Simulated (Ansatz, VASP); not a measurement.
Rb in VASP and in Ansatz

```
Rb
1.0
     4.61869    0.00000    0.00000
     0.00000    4.61869    0.00000
     0.00000    0.00000    4.61869
Rb
1
Direct
  0.00000 0.00000 0.00000
```

This isn't the form of Rb at room conditions, which is bcc.

Alike in both runs: task single point; functional PBE; k mesh 9 × 9 × 9; occupations fermi-dirac, width 0.08 eV; collinear spin.

|  | VASP | Ansatz |
| --- | --- | --- |
| version | VASP 6.6.1 | Ansatz 0.2.0 |
| potentials or method | VASP PAW PBE potentials, release 64 (Rb_sv), cutoff 520 eV | all-electron LAPW, scalar-relativistic |

```tsv
	VASP	Ansatz	Ansatz less VASP
gap on the k mesh at the Fermi level (eV)	none	none	-
pressure (GPa)	0.0	0.0	+0.01
net moment per atom (μB)	0.00	0.00	-0.001
```

A gap of «none» marks a metal or a gap that the smearing closes. Ansatz ran all-electron here, so the differences hold the error of VASP's frozen core and of both bases. Ansatz warned: «seeded_moment_not_kept».
